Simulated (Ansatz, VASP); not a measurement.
# Al in VASP and in Ansatz

```xyz
1
Lattice="2.7807 0.0000 0.0000 -1.3903 2.4081 0.0000 0.0000 0.0000 2.8039" Properties=species:S:1:pos:R:3 pbc="T T T"
Al    0.0000    0.0000    0.0000
```

Change from the starting cell: volume scaled by 1, norm-conserving files.

Alike in both runs: task single point; functional PBE; k mesh 16 × 16 × 15; occupations fermi-dirac, width 0.08 eV; no spin polarisation.

|  | VASP | Ansatz |
| --- | --- | --- |
| version | VASP 6.6.1 | Ansatz 0.2.0 |
| potentials or method | VASP PAW PBE potentials, release 64 (Al) | norm-conserving pseudopotentials, scalar-relativistic |
| plane-wave cutoff (eV) | 520 | 544 |
| valence electrons in the cell | 3 | 3 |

|  | VASP | Ansatz | Ansatz less VASP |
| --- | --- | --- | --- |
| pressure (GPa) | 0.0 | 0.0 | +0.02 |
